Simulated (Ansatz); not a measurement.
input.yaml

```yaml
crystal:
  lattice:
    - [4.1054000979, 0.0, 0.0]
    - [0.0, 4.1054000979, 0.0]
    - [0.0, 0.0, 6.5671565625]
  atoms:
    - { symbol: Cu, position: [0.5, 0.5, 0.0] }
    - { symbol: Cu, position: [0.0, 0.0, 0.0] }
    - { symbol: I, position: [0.5, 0.0, 0.2647517909] }
    - { symbol: I, position: [0.0, 0.5, 0.7352482091] }
basis:
  ecutwfc: 420
kpoints:
  mp_grid: { grid: [8, 8, 6] }
hamiltonian:
  xc: pbe
  dispersion: d3bj
scf:
  occupations: { method: gaussian, width: 0.02 }
output:
  forces: true
  stress: true
  eigenvalues: true
  write_density: true
  write_potential: true
  elf: true
  volumetric_format: npy
relax:
  adjacent_minimum: "off"
  f_tol: 0.01
  max_steps: 30
  cell: { stress_tol: 0.1, fix: [volume] }
```

Launched with
```bash
ansatz run input.yaml --threads 1 --pin off --max-ram 2560MiB --backend cpu --events-out ev --progress --plain --runs-dir out
```

The calculation used DFT PBE+D3(BJ), scalar-relativistic, plane waves, PAW (Ansatz 0.2.0).

From the run's log, abridged:

```
Pseudopotentials: kind: paw
Pseudopotential: Cu, paw, valence charge 19, recommended cutoff 420 eV (normal)
Pseudopotential: I, paw, valence charge 17, recommended cutoff 420 eV (normal)
Functional definition: PBE
Crystal: 4 atoms, lattice volume = 110.685 Å³
Basis set: ecut = 420 eV, 2149 PW (Γ), exchange–correlation on 60×60×90 points (8 copies of the dense FFT grid, shifted against one another)
Bands: 44, of which v1, the nominal top of the filled ones, is band 36 counted from 1 (35 counted from 0)
Symmetry: 16 space group operations
Space group: P4/nmm (ITA 129), of the structure as read, at distance tolerance 4.8e-5 Å
k-points: 60 of 384
Initial density: superposition of atomic densities (neutral atoms: chi_scale 0, normalization atom), corrected by the library's trained network
Initial wavefunctions: pseudopotential atomic-orbital guess
Functional: x = pbe(κ = 0.804, μ = 0.21951497), c = pbe(β = 0.06672455)
SCF iter   1: F=—  HF=-28278.073063 eV  |F-HF|=—  |Δ(HF+E_count)|=         —  Δρ=1.09e-3  dr2=2.57e-3  ethr=1.77e-3  ⟨swp⟩=8.3  Hψ=11696  notcnv=0  defer=3
SCF iter   2: F=—  HF=-28278.073622 eV  |F-HF|=—  |Δ(HF+E_count)|=   5.60e-4  Δρ=5.67e-4  dr2=3.29e-4  ethr=3.57e-6  ⟨swp⟩=2.2  Hψ=5116  notcnv=0  defer=160
SCF iter   3: F=—  HF=-28278.073871 eV  |F-HF|=—  |Δ(HF+E_count)|=   2.49e-4  Δρ=3.52e-4  dr2=1.48e-4  ethr=4.57e-7  ⟨swp⟩=2.0  Hψ=3739  notcnv=0  defer=160
SCF iter   4: F=—  HF=-28278.073953 eV  |F-HF|=—  |Δ(HF+E_count)|=   8.19e-5  Δρ=5.51e-4  dr2=1.79e-4  ethr=2.05e-7  ⟨swp⟩=2.2  Hψ=4585  notcnv=0  defer=160
SCF iter   5: F=—  HF=-28278.073915 eV  |F-HF|=—  |Δ(HF+E_count)|=   3.86e-5  Δρ=1.40e-4  dr2=1.28e-5  ethr=2.05e-7  ⟨swp⟩=2.0  Hψ=3210  notcnv=0  defer=160
SCF iter   6: F=—  HF=-28278.073924 eV  |F-HF|=—  |Δ(HF+E_count)|=   8.87e-6  Δρ=2.81e-5  dr2=8.09e-7  ethr=1.78e-8  ⟨swp⟩=2.0  Hψ=3457  notcnv=0  defer=160
SCF iter   7: F=—  HF=-28278.073925 eV  |F-HF|=—  |Δ(HF+E_count)|=   9.04e-7  Δρ=1.23e-5  dr2=1.59e-7  ethr=1.12e-9  ⟨swp⟩=2.0  Hψ=4390  notcnv=0  defer=160
SCF iter   8: F=-28278.073925 eV  HF=-28278.073925 eV  |F-HF|=1.27e-8  |Δ(HF+E_count)|=   1.99e-7  Δρ=2.42e-6  dr2=7.71e-9  ethr=1.39e-10  ⟨swp⟩=14.8  Hψ=18723  notcnv=0
SCF 1 converged in 8 iterations: F = -28278.073925 eV  dr2 = 7.71e-9
relax step   1: F+E_penalty+E_count = -28278.07392481 eV  Δ(F+E_penalty+E_count) = +0.000e0 eV  max|allowed force component| = 2.899e-1 eV/Å  Δτ_max = 0.0000 Å  P = -2.433 GPa  Ω = 110.685 Å³  fix = [volume]  reactions: volume -2.433 GPa (8 SCF iters, dr2 threshold 1.00e-7 eV, accepted)
Basis set: ecut = 420 eV, 2159 PW (Γ), exchange–correlation on 60×60×90 points (8 copies of the dense FFT grid, shifted against one another)
Initial density: handed on by an earlier stage of this run
Initial wavefunctions: those handed on with the density
SCF iter   1: F=—  HF=-28278.090591 eV  |F-HF|=—  |Δ(HF+E_count)|=         —  Δρ=4.88e-3  dr2=3.05e-2  ethr=4.08e-5  ⟨swp⟩=2.7  Hψ=13229  notcnv=0
SCF iter   2: F=—  HF=-28278.085671 eV  |F-HF|=—  |Δ(HF+E_count)|=   4.92e-3  Δρ=2.77e-3  dr2=5.99e-3  ethr=4.08e-5  ⟨swp⟩=3.0  Hψ=4112  notcnv=0
SCF iter   3: F=—  HF=-28278.084781 eV  |F-HF|=—  |Δ(HF+E_count)|=   8.90e-4  Δρ=2.56e-3  dr2=5.01e-3  ethr=8.32e-6  ⟨swp⟩=2.6  Hψ=5281  notcnv=0
SCF iter   4: F=—  HF=-28278.083714 eV  |F-HF|=—  |Δ(HF+E_count)|=   1.07e-3  Δρ=5.22e-4  dr2=2.36e-4  ethr=6.96e-6  ⟨swp⟩=2.0  Hψ=3814  notcnv=0
SCF iter   5: F=—  HF=-28278.083751 eV  |F-HF|=—  |Δ(HF+E_count)|=   3.73e-5  Δρ=1.14e-4  dr2=2.50e-5  ethr=3.28e-7  ⟨swp⟩=2.0  Hψ=4009  notcnv=0
SCF iter   6: F=—  HF=-28278.083763 eV  |F-HF|=—  |Δ(HF+E_count)|=   1.21e-5  Δρ=4.79e-5  dr2=3.54e-6  ethr=3.47e-8  ⟨swp⟩=2.0  Hψ=3697  notcnv=0
SCF iter   7: F=—  HF=-28278.083765 eV  |F-HF|=—  |Δ(HF+E_count)|=   1.93e-6  Δρ=3.27e-5  dr2=8.81e-7  ethr=4.92e-9  ⟨swp⟩=2.0  Hψ=3600  notcnv=0
SCF iter   8: F=-28278.083766 eV  HF=-28278.083765 eV  |F-HF|=2.94e-8  |Δ(HF+E_count)|=   1.21e-7  Δρ=6.36e-6  dr2=3.07e-8  ethr=5.56e-10  ⟨swp⟩=11.1  Hψ=19390  notcnv=0
SCF 2 converged in 8 iterations: F = -28278.083766 eV  dr2 = 3.07e-8
relax step   2: F+E_penalty+E_count = -28278.08376553 eV  Δ(F+E_penalty+E_count) = -9.841e-3 eV  max|allowed force component| = 1.771e-1 eV/Å  Δτ_max = 0.0707 Å  P = -0.789 GPa  Ω = 110.685 Å³  energy of the carried Pulay correction = +2.087e-17 eV  fix = [volume]  reactions: volume -0.789 GPa (8 SCF iters, dr2 threshold 4.00e-7 eV, accepted)
SCF iter   1: F=—  HF=-28278.088950 eV  |F-HF|=—  |Δ(HF+E_count)|=         —  Δρ=1.63e-3  dr2=3.70e-3  ethr=4.48e-6  ⟨swp⟩=3.0  Hψ=11688  notcnv=0
SCF iter   2: F=—  HF=-28278.088329 eV  |F-HF|=—  |Δ(HF+E_count)|=   6.20e-4  Δρ=8.96e-4  dr2=6.86e-4  ethr=4.48e-6  ⟨swp⟩=2.8  Hψ=4614  notcnv=0
SCF iter   3: F=—  HF=-28278.088237 eV  |F-HF|=—  |Δ(HF+E_count)|=   9.24e-5  Δρ=8.62e-4  dr2=5.73e-4  ethr=9.53e-7  ⟨swp⟩=2.0  Hψ=5028  notcnv=0
SCF iter   4: F=—  HF=-28278.088113 eV  |F-HF|=—  |Δ(HF+E_count)|=   1.24e-4  Δρ=1.84e-4  dr2=2.83e-5  ethr=7.95e-7  ⟨swp⟩=2.0  Hψ=3363  notcnv=0
SCF iter   5: F=—  HF=-28278.088128 eV  |F-HF|=—  |Δ(HF+E_count)|=   1.52e-5  Δρ=3.66e-5  dr2=2.73e-6  ethr=3.93e-8  ⟨swp⟩=2.0  Hψ=3952  notcnv=0
SCF iter   6: F=-28278.088129 eV  HF=-28278.088129 eV  |F-HF|=9.98e-8  |Δ(HF+E_count)|=   1.20e-6  Δρ=1.54e-5  dr2=3.67e-7  ethr=5.56e-10  ⟨swp⟩=8.3  Hψ=19240  notcnv=0
SCF 3 converged in 6 iterations: F = -28278.088129 eV  dr2 = 3.67e-7
relax step   3: F+E_penalty+E_count = -28278.08812950 eV  Δ(F+E_penalty+E_count) = -4.364e-3 eV  max|allowed force component| = 1.497e-3 eV/Å  Δτ_max = 0.0236 Å  P = -1.382 GPa  Ω = 110.685 Å³  energy of the carried Pulay correction = +3.131e-17 eV  fix = [volume]  reactions: volume -1.382 GPa (6 SCF iters, dr2 threshold 4.00e-7 eV, accepted)
Basis set: ecut = 420 eV, 2143 PW (Γ), exchange–correlation on 60×60×90 points (8 copies of the dense FFT grid, shifted against one another)
SCF iter   1: F=—  HF=-28278.088456 eV  |F-HF|=—  |Δ(HF+E_count)|=         —  Δρ=2.31e-4  dr2=3.69e-5  ethr=5.63e-8  ⟨swp⟩=3.2  Hψ=14188  notcnv=0
SCF iter   2: F=—  HF=-28278.088471 eV  |F-HF|=—  |Δ(HF+E_count)|=   1.47e-5  Δρ=1.45e-4  dr2=1.25e-5  ethr=5.13e-8  ⟨swp⟩=2.6  Hψ=4307  notcnv=0
SCF iter   3: F=—  HF=-28278.088468 eV  |F-HF|=—  |Δ(HF+E_count)|=   3.31e-6  Δρ=7.85e-5  dr2=4.11e-6  ethr=1.73e-8  ⟨swp⟩=2.0  Hψ=4519  notcnv=0
SCF iter   4: F=—  HF=-28278.088467 eV  |F-HF|=—  |Δ(HF+E_count)|=   4.90e-7  Δρ=2.27e-5  dr2=4.20e-7  ethr=5.71e-9  ⟨swp⟩=2.1  Hψ=3412  notcnv=0
SCF iter   5: F=-28278.088467 eV  HF=-28278.088467 eV  |F-HF|=1.04e-9  |Δ(HF+E_count)|=   1.39e-8  Δρ=5.40e-6  dr2=3.50e-8  ethr=5.55e-11  ⟨swp⟩=7.7  Hψ=18145  notcnv=0
SCF 4 converged in 5 iterations: F = -28278.088467 eV  dr2 = 3.50e-8
relax step   4: F+E_penalty+E_count = -28278.08846732 eV  Δ(F+E_penalty+E_count) = -3.378e-4 eV  max|allowed force component| = 2.400e-3 eV/Å  Δτ_max = 0.0017 Å  P = -1.349 GPa  Ω = 110.685 Å³  energy of the carried Pulay correction = +2.087e-17 eV  fix = [volume]  reactions: volume -1.349 GPa (5 SCF iters, dr2 threshold 4.00e-8 eV, accepted)
Basis set: ecut = 420 eV, 2151 PW (Γ), exchange–correlation on 60×60×90 points (8 copies of the dense FFT grid, shifted against one another)
SCF iter   1: F=—  HF=-28278.088709 eV  |F-HF|=—  |Δ(HF+E_count)|=         —  Δρ=4.47e-4  dr2=1.50e-4  ethr=2.18e-7  ⟨swp⟩=3.0  Hψ=14543  notcnv=0
SCF iter   2: F=—  HF=-28278.088698 eV  |F-HF|=—  |Δ(HF+E_count)|=   1.01e-5  Δρ=2.68e-4  dr2=4.19e-5  ethr=2.09e-7  ⟨swp⟩=2.5  Hψ=4196  notcnv=0
SCF iter   3: F=—  HF=-28278.088698 eV  |F-HF|=—  |Δ(HF+E_count)|=   6.84e-8  Δρ=1.57e-4  dr2=1.76e-5  ethr=5.82e-8  ⟨swp⟩=2.0  Hψ=4665  notcnv=0
SCF iter   4: F=—  HF=-28278.088697 eV  |F-HF|=—  |Δ(HF+E_count)|=   1.86e-6  Δρ=5.30e-5  dr2=2.37e-6  ethr=2.44e-8  ⟨swp⟩=2.4  Hψ=3414  notcnv=0
SCF iter   5: F=—  HF=-28278.088697 eV  |F-HF|=—  |Δ(HF+E_count)|=   3.48e-7  Δρ=1.27e-5  dr2=2.00e-7  ethr=3.28e-9  ⟨swp⟩=2.1  Hψ=3668  notcnv=0
SCF iter   6: F=—  HF=-28278.088697 eV  |F-HF|=—  |Δ(HF+E_count)|=   7.30e-8  Δρ=3.76e-6  dr2=1.91e-8  ethr=2.78e-10  ⟨swp⟩=2.0  Hψ=3622  notcnv=0
SCF iter   7: F=—  HF=-28278.088697 eV  |F-HF|=—  |Δ(HF+E_count)|=   1.12e-8  Δρ=1.32e-6  dr2=1.97e-9  ethr=2.65e-11  ⟨swp⟩=2.0  Hψ=3572  notcnv=0
SCF iter   8: F=-28278.088697 eV  HF=-28278.088697 eV  |F-HF|=6.91e-11  |Δ(HF+E_count)|=   1.13e-9  Δρ=4.00e-7  dr2=1.33e-10  ethr=1.00e-12  ⟨swp⟩=6.0  Hψ=15782  notcnv=0
SCF 5 converged in 8 iterations: F = -28278.088697 eV  dr2 = 1.33e-10
relax step   5: F+E_penalty+E_count = -28278.08869694 eV  Δ(F+E_penalty+E_count) = -2.296e-4 eV  max|allowed force component| = 6.378e-5 eV/Å  Δτ_max = 0.0035 Å  P = -1.277 GPa  Ω = 110.685 Å³  fix = [volume]  reactions: volume -1.277 GPa (8 SCF iters, accepted)
Initial wavefunctions: pseudopotential atomic-orbital guess (no wavefunctions were taken with the density)
SCF iter   1: F=—  HF=-28278.078851 eV  |F-HF|=—  |Δ(HF+E_count)|=         —  Δρ=5.11e-4  dr2=1.04e-5  ethr=5.53e-7  ⟨swp⟩=3.2  Hψ=18352  notcnv=0
SCF iter   2: F=—  HF=-28278.085793 eV  |F-HF|=—  |Δ(HF+E_count)|=   6.94e-3  Δρ=2.63e-4  dr2=3.15e-6  ethr=1.44e-8  ⟨swp⟩=2.2  Hψ=4242  notcnv=0
SCF iter   3: F=—  HF=-28278.088097 eV  |F-HF|=—  |Δ(HF+E_count)|=   2.30e-3  Δρ=1.23e-4  dr2=1.66e-6  ethr=4.37e-9  ⟨swp⟩=2.5  Hψ=5190  notcnv=0
SCF iter   4: F=—  HF=-28278.088607 eV  |F-HF|=—  |Δ(HF+E_count)|=   5.09e-4  Δρ=4.27e-5  dr2=3.12e-7  ethr=2.30e-9  ⟨swp⟩=2.0  Hψ=4021  notcnv=0
SCF iter   5: F=—  HF=-28278.088681 eV  |F-HF|=—  |Δ(HF+E_count)|=   7.43e-5  Δρ=8.17e-6  dr2=5.03e-8  ethr=4.34e-10  ⟨swp⟩=2.0  Hψ=3638  notcnv=0
SCF iter   6: F=—  HF=-28278.088683 eV  |F-HF|=—  |Δ(HF+E_count)|=   2.51e-6  Δρ=1.31e-6  dr2=3.93e-9  ethr=6.98e-11  ⟨swp⟩=2.0  Hψ=3672  notcnv=0
SCF iter   7: F=-28278.088683 eV  HF=-28278.088683 eV  |F-HF|=1.16e-10  |Δ(HF+E_count)|=   2.56e-8  Δρ=3.62e-7  dr2=9.49e-11  ethr=1.00e-12  ⟨swp⟩=6.4  Hψ=15191  notcnv=0
SCF 6 converged in 7 iterations: F = -28278.088683 eV  dr2 = 9.49e-11
SCF converged after 7 iterations
Free energy (F): -28278.088683 eV
Harris-Foulkes:  -28278.088683 eV  (|F-HF|=1.16e-10)
Internal energy: -28278.088683 eV  (E = F + TS)
E sigma→0 (E₀):  -28278.088683 eV
Fermi energy:    8.841387 eV
--- Per-component energies (eV) ---
  E_band       = -1735.355249
  E_kinetic    = 978.909171
  E_local      = -17455.143915  (includes V_loc(G=0)·N_el)
  E_nonlocal   = 624.838054
  E_hartree    = 8189.729347
  E_xc         = -431.338117
  E_vxc        = -483.181518  (∫ρ·V_xc dr)
  E_paw        = -12981.901611  (= ΣΔE_a)
  E_vpaw       = -1780.237204  (= ΣTr[D̂ρ^β])
  E_aug_tail   = 0.000473  (compensation charges beyond the density's cutoff)
  E_ewald      = -7201.797586
  E_disp       = -1.384500  (pairwise vdW)
  E_smearing   =  0.000000  (= −TS)
--- Forces (eV/Å), atoms counted from 1 ---
  atom   1  Cu     0.00000000     0.00000000     0.00000000
  atom   2  Cu     0.00000000     0.00000000     0.00000000
  atom   3  I      0.00000000     0.00000000    -0.00002103
  atom   4  I      0.00000000     0.00000000     0.00002103
--- Stress (GPa, compression-positive) ---
       -1.276235       0.000000       0.000000
        0.000000      -1.276235       0.000000
        0.000000       0.000000      -1.280737
  P = ⅓ Tr σ = -1.2777 GPa (-12.777 kbar)
--- Band table (eV; the first three rows and the last of 60) ---
  k-point 0: bands = ["-103.4882", "-103.4866", "-60.9103", "-60.9103", "-60.8978", "-60.8978", "-60.8868", "-60.8846", "-37.4486", "-37.4486", "-37.4383", "-37.4383", "-37.4379", "-37.4379", "-37.3974", "-37.3972", "-37.3936", "-37.3934", "-5.7959", "-5.1545", "2.2668", "4.3062", "4.5597", "4.5597", "4.9131", "4.9131", "5.4660", "6.0943", "6.2613", "6.6360", "6.7524", "6.7524", "6.9682", "7.1916", "8.0494", "8.0494", "9.6332", "11.2550", "11.5382", "13.0508", "13.0508", "13.1418", "16.2728", "16.8061"]
  k-point 1: bands = ["-103.4882", "-103.4866", "-60.9103", "-60.9103", "-60.8978", "-60.8978", "-60.8868", "-60.8846", "-37.4486", "-37.4486", "-37.4382", "-37.4382", "-37.4379", "-37.4379", "-37.3974", "-37.3972", "-37.3936", "-37.3934", "-5.7656", "-5.1946", "2.3759", "4.1845", "4.5306", "4.5306", "4.9552", "4.9552", "5.4660", "6.1133", "6.2633", "6.6360", "6.7656", "6.7656", "6.9682", "7.0238", "7.9871", "7.9871", "9.9873", "11.2892", "11.5860", "12.9909", "13.1938", "13.1938", "15.4380", "16.5674"]
  k-point 2: bands = ["-103.4882", "-103.4866", "-60.9103", "-60.9103", "-60.8978", "-60.8978", "-60.8868", "-60.8846", "-37.4486", "-37.4486", "-37.4382", "-37.4382", "-37.4380", "-37.4380", "-37.3974", "-37.3972", "-37.3935", "-37.3935", "-5.6880", "-5.2915", "2.6562", "3.8744", "4.4850", "4.4850", "5.0273", "5.0273", "5.4660", "6.1591", "6.2674", "6.6360", "6.7626", "6.7965", "6.7965", "6.9682", "7.8608", "7.8608", "10.7245", "11.3711", "11.6631", "12.7098", "13.5120", "13.5120", "14.4874", "15.7464"]
  k-point 59: bands = ["-103.4874", "-103.4874", "-60.9114", "-60.9114", "-60.8968", "-60.8968", "-60.8857", "-60.8857", "-37.4480", "-37.4480", "-37.4384", "-37.4384", "-37.4383", "-37.4383", "-37.3956", "-37.3956", "-37.3939", "-37.3939", "-4.9180", "-4.9180", "2.8347", "2.8347", "3.9699", "3.9699", "4.3356", "4.3356", "5.7627", "5.7627", "6.0702", "6.0702", "6.3650", "6.3650", "6.4505", "6.4505", "7.1221", "7.1221", "11.9823", "11.9823", "12.0133", "12.0133", "13.9916", "13.9916", "14.1288", "14.1288"]
--- Relaxed structure (5 steps of the walk, 5 accepted, 1 SCFs on fresh bases) ---
  F+E_penalty+E_count = -28278.08868348 eV   max|allowed force component| = 2.103e-5 eV/Å   (the final SCF, on the basis selected at the relaxed cell)
  cell:  # Å, volume = 110.6849 Å³
    - [4.06979019, 0.0, 0.0]
    - [0.0, 4.06979019, 0.0]
    - [0.0, 0.0, 6.68258212]
  atoms:
    - { symbol: Cu, position: [0.49999999, 0.49999999, 0.0] }
    - { symbol: Cu, position: [0.0, 0.0, 0.0] }
    - { symbol: I, position: [0.49999999, 0.0, 0.25677911] }
    - { symbol: I, position: [0.0, 0.49999999, 0.74322088] }
```

The relaxation met its thresholds.

Time: 120 s on 1 thread of Arm Neoverse V2, on a shared host, peak memory 0.51 GiB.